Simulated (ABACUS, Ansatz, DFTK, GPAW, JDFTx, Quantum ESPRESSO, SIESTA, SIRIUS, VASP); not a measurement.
## MgO: 9 runs at one level of theory

```xyz
2
Lattice="0.0000 2.0970 2.0970 2.0970 0.0000 2.0970 2.0970 2.0970 0.0000" Properties=species:S:1:pos:R:3 pbc="T T T"
Mg    0.0000    0.0000    0.0000
O     2.0970    2.0970    2.0970
```

The cell is a database's computed one, not the measured one.

Alike in all runs: task single point; functional PBEsol; k mesh 11 × 11 × 11; occupations fermi-dirac, width 0.05 eV; no spin polarisation; no spin-orbit coupling. Pressure is positive in compression and, in plane waves, holds the error of the finite cutoff.

| program and potentials | plane-wave cutoff (eV) | notes | pressure (GPa) |
| --- | --- | --- | --- |
| SIESTA, files PseudoDojo sr-pbesol-0.4.1-standard, DZP (energy shift 0.003 Ry; two zetas on semicore shells) | - | atomic basis; 8 valence electrons an atom on average | 5.74 |
| DFTK, PseudoDojo SR PBEsol 0.4.1 standard (PBEsol) | 1143 | 8 valence electrons an atom on average | 2.25 |
| ABACUS, PseudoDojo NC SR 0.4.1 PBEsol standard, plane waves | 1143 | 8 valence electrons an atom on average | 2.24 |
| JDFTx, PseudoDojo-SR-PBEsol-0.4.1-standard with smoothed tails | 1143 | 8 valence electrons an atom on average | 2.25 |
| GPAW, PAW data sets generated for this functional | 800 | 8 valence electrons an atom on average | 3.13 |
| Ansatz, all-electron LAPW, scalar-relativistic | - | - | 2.41 |
| Quantum ESPRESSO, GBRV 1.5 PBEsol | 612 | 8 valence electrons an atom on average | 2.40 |
| VASP, PBE PAW files Mg, O, 520 eV | 520 | potentials made for PBE; 4 valence electrons an atom on average | 1.85 |
| SIRIUS, PseudoDojo 0.4.1 PBEsol standard (scalar relativistic) | 1152 | 8 valence electrons an atom on average | 2.25 |

The pressure spans 1.85 (VASP, PBE PAW files Mg, O, 520 eV) to 5.74 GPa (SIESTA, files PseudoDojo sr-pbesol-0.4.1-standard, DZP (energy shift 0.003 Ry; two zetas on semicore shells)), with all-electron results at 2.41. The pressure on the cell as given of SIESTA, files PseudoDojo sr-pbesol-0.4.1-standard, DZP (energy shift 0.003 Ry; two zetas on semicore shells) lies far from the others; the cause wasn't traced. Rows in atomic bases carry the error of their basis and grid, which can be large.

Differences between rows come from potentials, basis sets and numerical settings, since the functional is the same but for its coding. Runs on potential files found faulty are left out.
